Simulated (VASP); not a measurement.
```yaml
crystal:
  lattice:
    - [3.62850, 0.00000, 0.00000]
    - [-1.81425, 3.14237, 0.00000]
    - [0.00000, 0.00000, 3.87468]
  atoms:
    - { symbol: Li, position: [0.00000, 0.00000, 0.50000] }
    - { symbol: Li, position: [0.33333, 0.66667, 0.00000] }
    - { symbol: Li, position: [0.66667, 0.33333, 0.00000] }
    - { symbol: N, position: [0.00000, 0.00000, 0.00000] }
```

These are PBE GGA, VASP's PBE PAW potentials (set 64) (plane waves; VASP) values and carry that method's errors. Numerical set-up: 400 eV cut-off, 5×5×5 Γ-centred mesh shifted by (0.5, 0.5, 0.5), Gaussian smearing of 0.010 eV, potentials Li_sv N.

At this cut-off the stress carries a Pulay error, which pulls relaxed volumes low.

Q: Give the stress tensor in GPa (positive for a compressed cell).

A: 
```
-6.00   0.00   0.00
 0.00  -6.00   0.00
 0.00   0.00  -6.73
```
The pressure is its mean diagonal, -6.24 GPa.

The structure comes from a computed database's Li3N entry; how it stands against other phases isn't given here. The cell was not relaxed at this level.
